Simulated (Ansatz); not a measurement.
## Cold compression of Fe (hcp type)

```
CELL_PARAMETERS angstrom
2.46093 0.00000 0.00000
-1.23046 2.13122 0.00000
0.00000 0.00000 3.88948
ATOMIC_POSITIONS crystal
Fe 0.33333 0.66667 0.25000
Fe 0.66667 0.33333 0.75000
```

The cell comes from a relaxation on PAW files under the same functional, begun from a prototype that needn't be the stable phase.

Its volume is scaled, and at each volume shape and atoms are relaxed on PAW files; all methods then take that cell.

Computed with Ansatz 0.2.0; functional PBE, scalar-relativistic. Settings: a Γ-centred 17×17×9 k mesh, Fermi–Dirac smearing of 0.05 eV, spin-polarised from start moments Fe1 2.5, Fe2 2.5 μB. Methods: LAPW: all electrons, basis error target 1 meV/atom; PAW: frozen-core files, cutoff 420 eV; crystal datasets: all electrons, by PAW datasets that the program makes for each cell; norm-conserving: pseudopotentials, cutoff 1225 eV; PAW (partial waves polarizable): frozen-core files, cutoff 420 eV.

Energies are extrapolated to zero smearing and count from the unscaled cell; pressure is positive in compression; gaps take the mesh and a band path. No temperature or zero-point motion is included.

The start moments died away, and the runs ended non-magnetic.

```csv
V/V0,V (Å³/atom),P LAPW (GPa),ΔE LAPW (eV/atom),P PAW − LAPW (GPa),ΔE PAW − LAPW (meV/atom),space group,shortest distance (Å)
1.00,10.20,-0.11,0.000,0.11,0.0,P6_3/mmc,2.408
0.92,9.38,29.1,0.068,0.16,0.7,P6_3/mmc,2.344
0.84,8.57,75.0,0.324,0.19,1.6,P6_3/mmc,2.275
0.76,7.75,147.8,0.876,0.11,2.3,P6_3/mmc,2.202
0.68,6.94,265.6,?,-0.16,2.3,P6_3/mmc,2.123
0.60,6.12,461.3,3.712,-0.73,0.2,P6_3/mmc,2.037
0.52,5.30,797.1,6.836,-1.34,-5.4,P6_3/mmc,1.944
0.45,4.59,1310,11.426,-1.34,-11.3,P6_3/mmc,1.854
```

**Question.** Give the missing entry: row "0.68", column "ΔE LAPW (eV/atom)".

**Answer.** 1.904.

**Question.** Fit the Vinet equation to the LAPW pressures over the whole range, with residuals weighted by 1/(|P| + 0.03·Pmax).

**Answer.** V0 = 10.20 Å³/atom, B0 = 284 GPa and B0′ = 4.85, and the fit misses no point by more than 4.9 GPa. A fit over so wide a range pins B0 less well than one near rest.

**Question.** At the smallest volume, how far do crystal datasets and norm-conserving and PAW (partial waves polarizable) lie from LAPW in pressure?

**Answer.** crystal datasets: 0.00 GPa; norm-conserving: -22.25 GPa; PAW (partial waves polarizable): -1.36 GPa, on a LAPW pressure of 1310 GPa.

**Question.** How do the Löwdin populations by LAPW change from the unscaled cell to the last row?

**Answer.** Fe 3s 1.98 → 1.90, Fe 4s 0.93 → 0.66, Fe 3d 6.92 → 7.36 electrons an atom. These are projections on the shells that the free atoms fill; 0.36 e a cell lies outside them at the start and 0.20 e at the end.
